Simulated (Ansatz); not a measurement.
## In (diamond): energy against volume

These are results of DFT, revPBE, plane waves (420 eV) with PAW, scalar-relativistic in Ansatz, not measurements. The PAW files were generated under PBE, with cores re-solved for the functional.

The cell is scaled uniformly from the relaxed one, with fractional coordinates and shape fixed. Energies are extrapolated to zero smearing, pressures are those at the given smearing. Magnetic state: spin not included.

A Birch-Murnaghan fit gives V₀ = 39.57 Å³/atom, B₀ = 18.4 GPa, B₀′ = 6.9.

Problem. What are the energy above the minimum and the pressure at 34.992 Å³/atom?

Solution. 42.0 meV/atom and 3.41 GPa as computed.

Problem. What are the energy above the minimum and the pressure at 36.583 Å³/atom?

Solution. 16.2 meV/atom and 1.98 GPa as computed.

Problem. What are the energy above the minimum and the pressure at 44.536 Å³/atom?

Solution. 26.0 meV/atom and -1.38 GPa as computed.
